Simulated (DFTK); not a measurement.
**Au under changes of volume**

One of the cells (16.855 Å³/atom); the others are scaled copies at fixed shape and fractional positions:

```
Au
1.0
     0.00000    2.03500    2.03500
     2.03500    0.00000    2.03500
     2.03500    2.03500    0.00000
Au
1
Cartesian
  0.0000 0.0000 0.0000
```

```yaml
Program: DFTK 0.8.2
Functional: PBEsol
Potentials_or_basis: dojo.nc.sr.pbesol.v0_4_1.standard.upf (PBEsol)
Cutoff: 1034 eV
k_mesh: 11 × 11 × 11
Occupations: fermi-dirac, width 0.05 eV
Spin: no spin polarisation
```

| volume (Å³/atom) | energy over the lowest point (meV/atom) | pressure (GPa) |
| --- | --- | --- |
| 15.843 | 48.30 | 14.8 |
| 16.181 | 22.53 | 9.6 |
| 16.518 | ? | ? |
| 16.855 | 0.00 | 1.2 |
| 17.192 | 0.92 | -2.2 |
| 17.529 | 8.64 | -5.2 |
| 17.866 | 22.30 | -7.8 |

Task: What does the run at 16.518 Å³/atom give?

Result: Energy over the lowest point 6.84 meV/atom; pressure 5.2 GPa.

Worked out: A Birch-Murnaghan fit of order 3 (a polynomial in V^(-2/3)) to the other rows has its minimum at 16.98 Å³/atom with B0 = V·E''(V) = 177 GPa and B' = 5.5. It gives 6.86 meV/atom at 16.518 Å³/atom, against the run's 6.84, and -dE/dV = 5.3 GPa, against 5.2.

Energies are extrapolated to zero smearing.
